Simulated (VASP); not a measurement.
# InP (F-43m) in VASP: band structure with PBE

Aim: the band structure of InP with PBE.

Program: VASP 6.6.1. These are calculated values, not measurements. Logs are shortened: lines on timing, memory, paths and dates and some standing lists are left out, and cuts for length are marked.

**What was measured.**

A printed reference work, data compilation reports, for a bulk crystal of InP at 1.6 K: band gap 1.4236 eV (direct).

The runs below are set against these values where they give the same quantity.

## Step 1: The crystal as given

The structure is cubic, space group F-43m (No. 216). Conventional cell: a = 5.958 Å, b = 5.958 Å, c = 5.958 Å, α = 90.00°, β = 90.00°, γ = 90.00°. Around In (site symmetry -43m) lie 4 P at 2.58 Å. P (site symmetry -43m) is surrounded by 4 In at 2.58 Å.

## Step 2: Band structure, PBE

Input file POSCAR:

```
InP                                     
1.0
    0.0000000000      2.9789248967      2.9789248967
    2.9789248967      0.0000000000      2.9789248967
    2.9789248967      2.9789248967      0.0000000000
  In              P             
     1     1
Direct
     0.0000000000000000    0.0000000000000000    0.0000000000000000
     0.2500000000000000    0.2500000000000000    0.2500000000000000
```

Input file INCAR.step1:

```
PREC = Accurate ; ENCUT = 520
EDIFF = 1E-7 ; ISMEAR = 0
SIGMA = 0.02 ; LREAL = F
LASPH = T ; NELM = 80
ALGO = Normal ; ISIF = 2
LWAVE = F ; LCHARG = T
GGA = PE ; AMIX = 0.2
```

Input file KPOINTS.step1:

```
regular mesh
0
Gamma
  10 10 10
```

Input file INCAR.step2:

```
PREC = Accurate ; ENCUT = 520
EDIFF = 1E-7 ; ISMEAR = 0
SIGMA = 0.05 ; LREAL = F
LASPH = T ; NELM = 80
ALGO = Normal ; ISIF = 2
LWAVE = F ; LCHARG = F
GGA = PE ; AMIX = 0.2
ICHARG = 11
```

Input file KPOINTS.step2:

```
path GXWKGLUWLK,UX
10
line-mode
reciprocal
 0.0000000000  0.0000000000  0.0000000000  G
 0.5000000000  0.0000000000  0.5000000000  X

 0.5000000000  0.0000000000  0.5000000000  X
 0.5000000000  0.2500000000  0.7500000000  W

 0.5000000000  0.2500000000  0.7500000000  W
 0.3750000000  0.3750000000  0.7500000000  K

 0.3750000000  0.3750000000  0.7500000000  K
 0.0000000000  0.0000000000  0.0000000000  G

 0.0000000000  0.0000000000  0.0000000000  G
 0.5000000000  0.5000000000  0.5000000000  L

 0.5000000000  0.5000000000  0.5000000000  L
 0.6250000000  0.2500000000  0.6250000000  U

 0.6250000000  0.2500000000  0.6250000000  U
 0.5000000000  0.2500000000  0.7500000000  W

 0.5000000000  0.2500000000  0.7500000000  W
 0.5000000000  0.5000000000  0.5000000000  L

 0.5000000000  0.5000000000  0.5000000000  L
 0.3750000000  0.3750000000  0.7500000000  K

 0.6250000000  0.2500000000  0.6250000000  U
 0.5000000000  0.0000000000  0.5000000000  X
```

Potentials or basis: VASP PAW PBE potentials, release 64 (In_d, P).

Run with:

```console
$ cat potpaw_PBE.64/In_d/POTCAR potpaw_PBE.64/P/POTCAR > POTCAR
$ cp INCAR.step1 INCAR
$ cp KPOINTS.step1 KPOINTS
$ mpirun -np 1 vasp_std > vasp.out
$ cp INCAR.step2 INCAR
$ cp KPOINTS.step2 KPOINTS
$ mpirun -np 1 vasp_std > vasp.out
```

OUTCAR:

```text
PREC = Accurate
   ENCUT = 520
   EDIFF = 1E-7
   ISMEAR = 0
   LREAL = F
   LASPH = T
   NELM = 80
   ISIF = 2
   GGA = PE
   AMIX = 0.2
   ICHARG = 11

 ion  position               nearest neighbor table
   1  0.000  0.000  0.000-   2 2.58   2 2.58   2 2.58   2 2.58
   2  0.250  0.250  0.250-   1 2.58   1 2.58   1 2.58   1 2.58

  LATTYP: Found a face centered cubic cell.
 ALAT       =     5.9578497934

  Lattice vectors:

 A1 = (   0.0000000000,   2.9789248967,   2.9789248967)
 A2 = (   2.9789248967,   0.0000000000,   2.9789248967)
 A3 = (   2.9789248967,   2.9789248967,   0.0000000000)

Analysis of symmetry for initial positions (statically):
=====================================================================
 Subroutine PRICEL returns:
 Original cell was already a primitive cell.

 Routine SETGRP: Setting up the symmetry group for a
 face centered cubic supercell.

 Subroutine GETGRP returns: Found 24 space group operations
 (whereof 24 operations were pure point group operations)
 out of a pool of 48 trial point group operations.

The static configuration has the point symmetry T_d .

Analysis of symmetry for dynamics (positions and initial velocities):
=====================================================================
 Subroutine PRICEL returns:
 Original cell was already a primitive cell.

 Routine SETGRP: Setting up the symmetry group for a
 face centered cubic supercell.

 Subroutine GETGRP returns: Found 24 space group operations
 (whereof 24 operations were pure point group operations)
 out of a pool of 48 trial point group operations.

The dynamic configuration has the point symmetry T_d .

 Subroutine INISYM returns: Found 24 space group operations
 (whereof 24 operations are pure point group operations),
 and found     1 'primitive' translations

----------------------------------------------------------------------------------------

                                     Primitive cell

  volume of cell :      52.8699

  direct lattice vectors                    reciprocal lattice vectors
     0.000000000  2.978924897  2.978924897    -0.167845789  0.167845789  0.167845789
     2.978924897  0.000000000  2.978924897     0.167845789 -0.167845789  0.167845789
     2.978924897  2.978924897  0.000000000     0.167845789  0.167845789 -0.167845789

  length of vectors
     4.212835990  4.212835990  4.212835990     0.290717435  0.290717435  0.290717435

  position of ions in fractional coordinates (direct lattice)
     0.000000000  0.000000000  0.000000000
     0.250000000  0.250000000  0.250000000

  ion indices of the primitive-cell ions
   primitive index   ion index
                 1           1
                 2           2

----------------------------------------------------------------------------------------

 KPOINTS: path GXWKGLUWLK,UX

Interpolating k-points between supplied coordinates.

 Line segments in fractional coordinates (reciprocal lattice):
    0.000000  0.000000  0.000000  ...  0.500000  0.000000  0.500000
    0.500000  0.000000  0.500000  ...  0.500000  0.250000  0.750000
    0.500000  0.250000  0.750000  ...  0.375000  0.375000  0.750000
    0.375000  0.375000  0.750000  ...  0.000000  0.000000  0.000000
    0.000000  0.000000  0.000000  ...  0.500000  0.500000  0.500000
    0.500000  0.500000  0.500000  ...  0.625000  0.250000  0.625000
    0.625000  0.250000  0.625000  ...  0.500000  0.250000  0.750000
    0.500000  0.250000  0.750000  ...  0.500000  0.500000  0.500000
    0.500000  0.500000  0.500000  ...  0.375000  0.375000  0.750000
    0.625000  0.250000  0.625000  ...  0.500000  0.000000  0.500000

 Generated    10 points on each line segment, for a total of    100 k-points:

 Following reciprocal coordinates:
            Coordinates               Weight
  0.000000  0.000000  0.000000      0.010000
  0.055556  0.000000  0.055556      0.010000
  0.111111  0.000000  0.111111      0.010000
  0.166667  0.000000  0.166667      0.010000
  0.222222  0.000000  0.222222      0.010000
  0.277778  0.000000  0.277778      0.010000
[... 16 lines left out ...]
  0.472222  0.277778  0.750000      0.010000
  0.458333  0.291667  0.750000      0.010000
 [... further k-points ...]
   k-points           NKPTS =    100   k-points in BZ     NKDIM =    100   number of bands    NBANDS=     13
   number of dos      NEDOS =    301   number of ions     NIONS =      2
   total plane-waves  NPLWV =  32768
   dimension x,y,z NGX =    32 NGY =   32 NGZ =   32
   dimension x,y,z NGXF=    64 NGYF=   64 NGZF=   64
   ions per type =               1   1
   NGX,Y,Z   is equivalent  to a cutoff of  12.63, 12.63, 12.63 a.u.
   NGXF,Y,Z  is equivalent  to a cutoff of  25.26, 25.26, 25.26 a.u.
 SYSTEM =  unknown system
   PREC   = accura    normal or accurate (medium, high low for compatibility)
   ISTART =      0    job   : 0-new  1-cont  2-samecut
   ICHARG =     11    charge: 1-file 2-atom 10-const
   ISPIN  =      1    spin polarized calculation?
   LNONCOLLINEAR =      F non collinear calculations
   LSORBIT =      F    spin-orbit coupling
   LASPH  =      T    aspherical Exc in radial PAW
   ENCUT  =  520.0 eV  38.22 Ry    6.18 a.u.   7.83  7.83  7.83*2*pi/ulx,y,z
   NELM   =     80;   NELMIN=  2; NELMDL=  0     # of ELM steps
   EDIFF  = 0.1E-06   stopping-criterion for ELM
   LREAL  =      F    real-space projection
   EDIFFG = 0.1E-05   stopping-criterion for IOM
   NSW    =      0    number of steps for IOM
   IBRION =     -1    ionic relax: 0-MD 1-quasi-New 2-CG
   NFREE  =      0    steps in history (QN), initial steepest desc. (CG)
   ISIF   =      2    stress and relaxation
   ISYM   =      2    0-nonsym 1-usesym 2-fastsym
   POTIM  = 0.5000    time-step for ionic-motion
   TEBEG  =    0.0;   TEEND  =   0.0 temperature during run
   PSTRESS=    0.0 pullay stress
   NELECT =      18.0000    total number of electrons
   NUPDOWN=      -1.0000    fix difference up-down
   EMIN   =  10.00;   EMAX   =-10.00  energy-range for DOS
   EFERMI =   0.00;   METHOD = LEGACY
   ISMEAR =     0;   SIGMA  =   0.05  broadening in eV -4-tet -1-fermi 0-gaus
   EFERMI_NEDOS =   21; number of points for ismear=-14 and -15
   IALGO  =     38    algorithm
   IMIX   =      4    mixing-type and parameters
     AMIX     =   0.20;   BMIX     =  1.00
     AMIX_MAG =   0.80;   BMIX_MAG =  1.00
  volume/ion in A,a.u.               =      26.43       178.39
  Fermi-wavevector in a.u.,A,eV,Ry     =   1.143131  2.160205 17.779402  1.306749
  Thomas-Fermi vector in A             =   2.279827
   LORBIT       =      0    0 simple, 1 ext, 2 COOP (PROOUT), +10 PAW based schemes
   GGA     = PE    functional components
   LHFCALC =     F    Hartree Fock is set to
   AEXX    =    0.0000 exact exchange contribution
   IVDW    =     0    specifies the selected vdW correction
   LEPSILON=     F    determine dielectric tensor
   LRPA    =     F    only Hartree local field effects (RPA)
 non-spin polarized calculation
 Gauss-broadening in eV      SIGMA  =   0.05
  energy-cutoff  :      520.00
  volume of cell :       52.87
 maximum number of plane-waves:      1438
 NGX is ok and might be reduce to    32

 number of electron      18.0000005 magnetization

 Free energy of the ion-electron system (eV)
  ---------------------------------------------------
  ext. energy  EPLUGINS =         0.00000000
  ---------------------------------------------------
  free energy    TOTEN  =        -8.58421037 eV

  energy without entropy =       -8.58421037  energy(sigma->0) =       -8.58421037

 E-fermi :   4.8970     XC(G=0):  -9.0667

 val. band max:        4.6649095981   @ k =   0.0000   0.0000   0.0000
 cond. band min:       5.1089176744   @ k =   0.0000   0.0000   0.0000
 fundamental gap:      0.4440080763
 Fermi energy:         4.8970280584

 k-point     1 :       0.0000    0.0000    0.0000
  band No.  band energies     occupation
      1      -9.4319      2.00000
      2      -9.4319      2.00000
      3      -9.4319      2.00000
      4      -9.3011      2.00000
      5      -9.3011      2.00000
      6      -6.5268      2.00000
      7       4.6649      2.00000
      8       4.6649      2.00000
      9       4.6649      2.00000
     10       5.1089      0.00000
     11       8.7551      0.00000
     12       8.7551      0.00000
     13       8.7551      0.00000

 k-point     2 :       0.0556    0.0000    0.0556
  band No.  band energies     occupation
      1      -9.4376      2.00000
      2      -9.4293      2.00000
      3      -9.4293      2.00000
      4      -9.3021      2.00000
      5      -9.3002      2.00000
      6      -6.4829      2.00000
      7       4.0541      2.00000
      8       4.5567      2.00000
      9       4.5567      2.00000
     10       5.7144      0.00000
     11       8.6044      0.00000
     12       8.9049      0.00000
     13       8.9049      0.00000

 k-point     3 :       0.1111    0.0000    0.1111
  band No.  band energies     occupation
      1      -9.4535      2.00000
      2      -9.4219      2.00000
      3      -9.4219      2.00000
      4      -9.3050      2.00000
      5      -9.2977      2.00000
      6      -6.3529      2.00000
      7       3.2736      2.00000
      8       4.2778      2.00000
      9       4.2778      2.00000
     10       6.4603      0.00000
     11       8.2427      0.00000
     12       9.3093      0.00000
     13       9.3093      0.00000
[... 305 lines left out ...]
 k-point    23 :       0.4722    0.2778    0.7500
  band No.  band energies     occupation
      1      -9.5593      2.00000
      2      -9.3804      2.00000
      3      -9.3505      2.00000
      4      -9.3189      2.00000
      5      -9.2875      2.00000
      6      -4.3104      2.00000
      7      -0.7353      2.00000
      8       1.8065      2.00000
      9       2.1375      2.00000
     10       8.5117      0.00000
     11       8.9728      0.00000
     12      10.3235      0.00000
     13      11.0559      0.00000

 k-point    24 :       0.4583    0.2917    0.7500
  band No.  band energies     occupation
      1      -9.5600      2.00000
      2      -9.3792      2.00000
      3      -9.3511      2.00000
      4      -9.3195      2.00000
      5      -9.2869      2.00000
      6      -4.3224      2.00000
      7      -0.7345      2.00000
      8       1.7515      2.00000
      9       2.2625      2.00000
     10       8.2183      0.00000
     11       8.9797      0.00000
     12      10.5416      0.00000
     13      11.2237      0.00000

 [... further k-points ...]

------------------------ aborting loop because EDIFF is reached ----------------------------------------

  FORCE on cell =-STRESS in cart. coord.  units (eV):
  Direction    XX          YY          ZZ          XY          YZ          ZX
  --------------------------------------------------------------------------------------
  -------------------------------------------------------------------------------------
  Total       -0.8572899     -0.8572899     -0.8572899      0.0000000     -0.0000000      0.0000000
  in kB      -25.9794294    -25.9794294    -25.9794294      0.0000000     -0.0000000      0.0000000
  external PRESSURE =     -25.9794294 kB  Pullay stress =       0.0000000 kB

 VOLUME and BASIS-vectors are now :
 -----------------------------------------------------------------------------
  energy-cutoff  :      520.00
  volume of cell :       52.87
      direct lattice vectors                 reciprocal lattice vectors
     0.000000000  2.978924897  2.978924897    -0.167845789  0.167845789  0.167845789
     2.978924897  0.000000000  2.978924897     0.167845789 -0.167845789  0.167845789
     2.978924897  2.978924897  0.000000000     0.167845789  0.167845789 -0.167845789

 POSITION                                       TOTAL-FORCE (eV/Angst)
 -----------------------------------------------------------------------------------
      0.00000      0.00000      0.00000        -0.000000     -0.000000     -0.000000
      1.48946      1.48946      1.48946         0.000000      0.000000      0.000000
 -----------------------------------------------------------------------------------
    total drift:                               -0.000000     -0.000000     -0.000000

  FREE ENERGIE OF THE ION-ELECTRON SYSTEM (eV)
  ---------------------------------------------------
  free  energy   TOTEN  =        -8.5842103676 eV

  energy  without entropy=       -8.5842103676  energy(sigma->0) =       -8.58421037
```

Run time: 41 s. Hardware: 1 thread of AMD EPYC 9R14 (Zen 4), shared host; peak memory 0.18 GiB.

What came out:

* Band gap on the k mesh: 0.44 eV, direct
* Band gap along the path: 0.44 eV, direct

Levels at the corners of the path, in eV from the valence-band top:
```
point  band 7  band 8  band 9  band 10  band 11  band 12
    Γ    0.00    0.00    0.00     0.44     4.09     4.09
    X   -5.54   -2.16   -2.16     1.85     2.26     8.91
    X   -5.54   -2.16   -2.16     1.85     2.26     8.92
    W   -5.40   -2.75   -2.70     4.18     4.29     5.45
    W   -5.40   -2.75   -2.70     4.18     4.29     5.45
    K   -5.41   -3.07   -1.80     2.38     4.29     7.37
    K   -5.41   -3.07   -1.80     2.38     4.29     7.37
    Γ    0.00    0.00    0.00     0.44     4.09     4.09
    Γ    0.00    0.00    0.00     0.44     4.09     4.09
    L   -5.48   -0.90   -0.90     1.38     4.80     4.80
    L   -5.48   -0.90   -0.90     1.38     4.80     4.80
    U   -5.41   -3.07   -1.80     2.38     4.29     7.37
    U   -5.41   -3.07   -1.80     2.38     4.29     7.37
    W   -5.40   -2.75   -2.70     4.18     4.29     5.45
    W   -5.40   -2.75   -2.70     4.18     4.29     5.45
    L   -5.48   -0.90   -0.90     1.38     4.80     4.80
    L   -5.48   -0.90   -0.90     1.38     4.80     4.80
    K   -5.41   -3.07   -1.80     2.38     4.29     7.37
    U   -5.41   -3.07   -1.80     2.38     4.29     7.37
    X   -5.54   -2.16   -2.16     1.85     2.26     8.92
```

Caveat: the log is that of the step along the path at fixed density, whose energy, stress, charges and moments have no meaning; spin-orbit coupling is left out, which moves the levels of the heavy elements.

## Step 3: How close it comes

Step 2. Measured gap of InP: 1.4236 eV (direct; 1.6 K; a printed reference work, data compilation). This calculation gives 0.44 eV (-0.98 eV). Spin-orbit coupling on In is left out. The value is that of PBE, without temperature or zero-point motion. Semilocal functionals fall short of measured gaps as a rule.
